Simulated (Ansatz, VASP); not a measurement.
**One calculation of Al, two programs**

```
Al
1.0
     0.00000    2.02081    2.02081
     2.02081    0.00000    2.02081
     2.02081    2.02081    0.00000
Al
1
Cartesian
  0.0000 0.0000 0.0000
```

Alike in both runs: functional PBE; k mesh 18 × 18 × 18; occupations gaussian, width 0.1 eV; no spin polarisation.

Ansatz relaxed the structure, and its values are those at the end. VASP's run is a single point on that final structure, the one shown.

|  | VASP | Ansatz |
| --- | --- | --- |
| version | VASP 6.6.1 | Ansatz 0.2.0 |
| potentials or method | VASP PAW PBE potentials, release 64 (Al) | scalar-relativistic, plane waves, PAW |
| plane-wave cutoff (eV) | 520 | 420 |
| valence electrons in the cell | 3 | 3 |

|  | VASP | Ansatz | Ansatz less VASP |
| --- | --- | --- | --- |
| gap on the k mesh at the Fermi level (eV) | none | none | - |
| pressure (GPa) | -0.1 | 0.0 | +0.04 |

A gap of «none» marks a metal or a gap that the smearing closes. The functional is the same, so the differences come from potentials, cutoffs and numerics.
